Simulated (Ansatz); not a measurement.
W: a prediction, then the measurements

Computed with DFT PBE, scalar-relativistic, plane waves, PAW (Ansatz).

Settings: cutoff 420 eV, Γ-centred mesh 18×18×18 on the computed 1-atom cell, Gaussian smearing of 0.10 eV; no spin polarisation.

Relaxed structure, symmetry kept:

```cif
data_structure
_symmetry_space_group_name_H-M 'P 1'
_symmetry_Int_Tables_number 1
_cell_length_a 2.7570
_cell_length_b 2.7570
_cell_length_c 2.7570
_cell_angle_alpha 109.471
_cell_angle_beta 109.471
_cell_angle_gamma 109.471
_cell_volume 16.13
loop_
_atom_site_label
_atom_site_type_symbol
_atom_site_fract_x
_atom_site_fract_y
_atom_site_fract_z
_atom_site_occupancy
W1 W 0.00000 0.00000 0.00000 1
```

| Quantity | Value |
| --- | --- |
| Space group | Im-3m (No. 229) |
| Volume per atom | 16.13 Å³ |
| Formation energy from the elements' standard states (uncorrected) | +0.007 eV/atom |
| Kohn–Sham band gap | none (metal) |
| Density of states at the Fermi level | 0.40 states/eV per cell |
| Löwdin character within 0.5 eV of the Fermi level | W 5d 88 %, unprojected 8 % |
| Bader charges (e) | W (1 in the cell) 0.00 |

Spin-orbit coupling is left out, which matters for the bands of heavy elements.

**What was measured.**

A printed reference work, monograph, original work of 1987 reports, for a powder of W at 297.95 K: lattice constant a 3.16519 ± 0.000027 Å.

Against the measured lattice constant a of W, 3.16519 Å (297.95 K; powder; a printed reference work, monograph, original work of 1987), the calculated 3.184 Å is off by +0.6 %. The calculation is for 0 K without zero-point motion.